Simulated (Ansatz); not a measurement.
Harmonic thermodynamics of LaY3O6

These are results of DFT PBE, scalar-relativistic, plane waves, PAW (Ansatz), not measurements. Cutoff 420 eV, 6×6×4 k-points (Γ-centred), fixed occupations. No spin polarisation. Phonons by linear response, acoustic sum rule imposed.

The cell, relaxed at this level:
```yaml
crystal:
  lattice:
    - [4.22704, -0.00365, 0.01269]
    - [0.14786, 4.38502, 0.01390]
    - [1.56277, 1.14526, 8.92452]
  atoms:
    - { symbol: La, position: [0.86205, 0.12089, 0.29809] }
    - { symbol: Y, position: [0.64328, 0.29296, 0.79879] }
    - { symbol: Y, position: [0.45794, 0.71363, 0.08852] }
    - { symbol: Y, position: [0.25063, 0.88420, 0.61083] }
    - { symbol: O, position: [0.93259, 0.65717, 0.17655] }
    - { symbol: O, position: [0.17719, 0.36756, 0.70590] }
    - { symbol: O, position: [0.53947, 0.22102, 0.05283] }
    - { symbol: O, position: [0.76314, 0.05611, 0.56189] }
    - { symbol: O, position: [0.34584, 0.90216, 0.36446] }
    - { symbol: O, position: [0.52788, 0.78431, 0.84213] }
```

The structure comes from a generated guess, relaxed at this level; another structure or a mixture of phases may lie lower. The q mesh is coarse, so values between its points are rough.

Force constants from linear response on a 2×2×1 q mesh, interpolated to a fine mesh.

Phonon density of states, in bins of 10 cm⁻¹:
```json
{"bin centre (cm⁻¹)": "-45", "share of modes (%)": "0.0"}
{"bin centre (cm⁻¹)": "-35", "share of modes (%)": "0.0"}
{"bin centre (cm⁻¹)": "-25", "share of modes (%)": "0.0"}
{"bin centre (cm⁻¹)": "-15", "share of modes (%)": "0.0"}
{"bin centre (cm⁻¹)": "-5", "share of modes (%)": "0.1"}
{"bin centre (cm⁻¹)": "5", "share of modes (%)": "0.1"}
{"bin centre (cm⁻¹)": "15", "share of modes (%)": "0.1"}
{"bin centre (cm⁻¹)": "25", "share of modes (%)": "0.2"}
{"bin centre (cm⁻¹)": "35", "share of modes (%)": "0.4"}
{"bin centre (cm⁻¹)": "45", "share of modes (%)": "0.6"}
{"bin centre (cm⁻¹)": "55", "share of modes (%)": "1.4"}
{"bin centre (cm⁻¹)": "65", "share of modes (%)": "1.7"}
{"bin centre (cm⁻¹)": "75", "share of modes (%)": "2.3"}
{"bin centre (cm⁻¹)": "85", "share of modes (%)": "2.5"}
{"bin centre (cm⁻¹)": "95", "share of modes (%)": "2.1"}
{"bin centre (cm⁻¹)": "105", "share of modes (%)": "2.0"}
{"bin centre (cm⁻¹)": "115", "share of modes (%)": "1.9"}
{"bin centre (cm⁻¹)": "125", "share of modes (%)": "2.1"}
{"bin centre (cm⁻¹)": "135", "share of modes (%)": "1.9"}
{"bin centre (cm⁻¹)": "145", "share of modes (%)": "1.8"}
{"bin centre (cm⁻¹)": "155", "share of modes (%)": "2.1"}
{"bin centre (cm⁻¹)": "165", "share of modes (%)": "2.6"}
{"bin centre (cm⁻¹)": "175", "share of modes (%)": "1.9"}
{"bin centre (cm⁻¹)": "185", "share of modes (%)": "2.6"}
{"bin centre (cm⁻¹)": "195", "share of modes (%)": "2.5"}
{"bin centre (cm⁻¹)": "205", "share of modes (%)": "2.3"}
{"bin centre (cm⁻¹)": "215", "share of modes (%)": "2.2"}
{"bin centre (cm⁻¹)": "225", "share of modes (%)": "2.2"}
{"bin centre (cm⁻¹)": "235", "share of modes (%)": "2.9"}
{"bin centre (cm⁻¹)": "245", "share of modes (%)": "2.4"}
{"bin centre (cm⁻¹)": "255", "share of modes (%)": "3.1"}
{"bin centre (cm⁻¹)": "265", "share of modes (%)": "3.0"}
{"bin centre (cm⁻¹)": "275", "share of modes (%)": "2.5"}
{"bin centre (cm⁻¹)": "285", "share of modes (%)": "1.5"}
{"bin centre (cm⁻¹)": "295", "share of modes (%)": "1.6"}
{"bin centre (cm⁻¹)": "305", "share of modes (%)": "1.9"}
{"bin centre (cm⁻¹)": "315", "share of modes (%)": "2.5"}
{"bin centre (cm⁻¹)": "325", "share of modes (%)": "2.4"}
{"bin centre (cm⁻¹)": "335", "share of modes (%)": "2.3"}
{"bin centre (cm⁻¹)": "345", "share of modes (%)": "1.4"}
{"bin centre (cm⁻¹)": "355", "share of modes (%)": "1.8"}
{"bin centre (cm⁻¹)": "365", "share of modes (%)": "2.5"}
{"bin centre (cm⁻¹)": "375", "share of modes (%)": "2.0"}
{"bin centre (cm⁻¹)": "385", "share of modes (%)": "1.2"}
{"bin centre (cm⁻¹)": "395", "share of modes (%)": "1.5"}
{"bin centre (cm⁻¹)": "405", "share of modes (%)": "1.2"}
{"bin centre (cm⁻¹)": "415", "share of modes (%)": "1.8"}
{"bin centre (cm⁻¹)": "425", "share of modes (%)": "0.8"}
{"bin centre (cm⁻¹)": "435", "share of modes (%)": "1.7"}
{"bin centre (cm⁻¹)": "445", "share of modes (%)": "2.9"}
{"bin centre (cm⁻¹)": "455", "share of modes (%)": "1.2"}
{"bin centre (cm⁻¹)": "465", "share of modes (%)": "1.2"}
{"bin centre (cm⁻¹)": "475", "share of modes (%)": "0.8"}
{"bin centre (cm⁻¹)": "485", "share of modes (%)": "0.6"}
{"bin centre (cm⁻¹)": "495", "share of modes (%)": "0.6"}
{"bin centre (cm⁻¹)": "505", "share of modes (%)": "0.7"}
{"bin centre (cm⁻¹)": "515", "share of modes (%)": "0.9"}
{"bin centre (cm⁻¹)": "525", "share of modes (%)": "1.4"}
{"bin centre (cm⁻¹)": "535", "share of modes (%)": "0.9"}
{"bin centre (cm⁻¹)": "545", "share of modes (%)": "0.9"}
{"bin centre (cm⁻¹)": "555", "share of modes (%)": "0.7"}
{"bin centre (cm⁻¹)": "565", "share of modes (%)": "1.9"}
{"bin centre (cm⁻¹)": "575", "share of modes (%)": "1.7"}
{"bin centre (cm⁻¹)": "585", "share of modes (%)": "0.6"}
{"bin centre (cm⁻¹)": "595", "share of modes (%)": "0.6"}
{"bin centre (cm⁻¹)": "605", "share of modes (%)": "0.9"}
{"bin centre (cm⁻¹)": "615", "share of modes (%)": "0.0"}
```

Problem. Give the zero-point energy per atom.

Solution. 53.1 meV.

Problem. How large are the vibrational entropy and heat capacity at 300 K?

Solution. S = 2.83 k_B and C_V = 2.50 k_B per atom, 83 % of the Dulong–Petit value.

Problem. Tabulate them against temperature.

Solution.
| T (K) | F_vib (meV/atom) | S (k_B/atom) | C_V (k_B/atom) |
| --- | --- | --- | --- |
| 100 | 50.7 | 0.76 | 1.16 |
| 200 | 39.2 | 1.89 | 2.09 |
| 300 | 18.7 | 2.83 | 2.50 |
| 400 | -9.0 | 3.58 | 2.70 |
| 500 | -42.5 | 4.19 | 2.79 |
| 600 | -80.9 | 4.70 | 2.85 |
| 700 | -123.4 | 5.15 | 2.89 |
| 800 | -169.5 | 5.53 | 2.91 |
| 900 | -218.7 | 5.88 | 2.93 |
| 1000 | -270.7 | 6.19 | 2.94 |
